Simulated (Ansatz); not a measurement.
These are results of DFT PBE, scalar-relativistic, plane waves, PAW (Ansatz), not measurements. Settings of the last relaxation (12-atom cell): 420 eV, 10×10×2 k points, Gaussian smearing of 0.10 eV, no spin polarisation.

Energies over the elements count from the elements' standard structures at the same level (O₂ as a molecule), with no fitted energy shifts.

Problem. Propose a candidate for a tetragonal metal with formula MgZn4O, with a formation energy near −0.75 eV/atom and about 14 Å³ per atom, in a cell of 12 atoms. Its symmetry should be P4/nmm (No. 129).

Solution. MgZn4O, space group P4/nmm (No. 129). Mg has 4 O at 2.04 Å, 1 O at 2.22 Å, 8 Mg at 2.88–3.02 Å and 4 Zn at 3.38 Å; around Zn on its first site lie 12 Zn at 2.72–2.88 Å; around Zn on its second site lie 12 Zn at 2.76–2.88 Å; around O lie 4 Mg at 2.04 Å, 1 Mg at 2.22 Å and 1 Zn at 2.71 Å; 2 more sites not described.

```yaml
crystal:
  lattice:
    - [2.88191, 0.00000, 0.00000]
    - [0.00000, 2.88191, 0.00000]
    - [0.00000, 0.00000, 20.50865]
  atoms:
    - { symbol: Mg, position: [0.00000, 0.50000, 0.94554] }
    - { symbol: Mg, position: [0.50000, 0.00000, 0.05446] }
    - { symbol: Zn, position: [0.00000, 0.50000, 0.72664] }
    - { symbol: Zn, position: [0.50000, 0.00000, 0.63616] }
    - { symbol: Zn, position: [0.00000, 0.50000, 0.54497] }
    - { symbol: Zn, position: [0.50000, 0.00000, 0.81415] }
    - { symbol: Zn, position: [0.00000, 0.50000, 0.18585] }
    - { symbol: Zn, position: [0.50000, 0.00000, 0.27336] }
    - { symbol: Zn, position: [0.00000, 0.50000, 0.36384] }
    - { symbol: Zn, position: [0.50000, 0.00000, 0.45503] }
    - { symbol: O, position: [0.00000, 0.50000, 0.05376] }
    - { symbol: O, position: [0.50000, 0.00000, 0.94624] }
```

| Quantity | Value |
| --- | --- |
| Volume per atom | 14.19 Å³ |
| Density | 5.88 g/cm³ |
| Formation energy | −0.75 eV/atom |
| Gap on the 10×10×2 mesh of the 12-atom cell | 0 eV (a metal) |

The cell was found from a proposed guess, not taken from experiment. The answer needn't be unique; the calculation gave this one.

A later test with randomly moved atoms ended 5 meV/atom lower on a coarse mesh, in C2/m at a loose tolerance, which is no clear verdict on its stability.
